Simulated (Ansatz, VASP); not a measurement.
PbTe and the effect of the dispersion correction

The cell as given:

Symmetry: Fm-3m, No. 225, cubic system. Conventional cell: a = 6.462 Å, b = 6.462 Å, c = 6.462 Å, α = 90.00°, β = 90.00°, γ = 90.00°. Pb (site symmetry m-3m) has 6 Te at 3.23 Å as nearest neighbours. Te (site symmetry m-3m) has 6 Pb at 3.23 Å as nearest neighbours.

Kept alike: task relaxation of cell and atoms; functional RPBE; k mesh 7 × 7 × 7; occupations fermi-dirac, width 0.05 eV; no spin polarisation. Program: Ansatz, Ansatz PAW, cutoff 420 eV. The mesh is that of the run's cell of 2 atoms. No spin-orbit coupling.

```csv
dispersion correction,volume (Å³/atom)
D4,33.730
none,36.845
```

Stopped at the starting cell, within the stress tolerance: D4. The relaxations keep at least the cell's symmetry (Fm-3m). Relaxations stop with a little pressure left, so the last digits of a volume or edge aren't settled. Runs of this series that gave no sound value for these columns are left out. All rows use potentials made for PBE.

The volume runs from 33.730 (D4) to 36.845 Å³/atom (none). Against no correction: D4 -8.5 %. Dispersion terms mostly attract and so lower the volume; the schemes' coefficients and damping set how far. Measured: 33.71 Å³/atom at 300 K (pmc:10701875, doi:10.1021/acsomega.3c06502); nearest D4, 0.02 Å³/atom off. The runs are for a static lattice. A twin series (VASP, PBE PAW files Pb_d, Te, 600 eV) moves it by +3.0945 between D4 and none, against +3.1154 Å³/atom here.
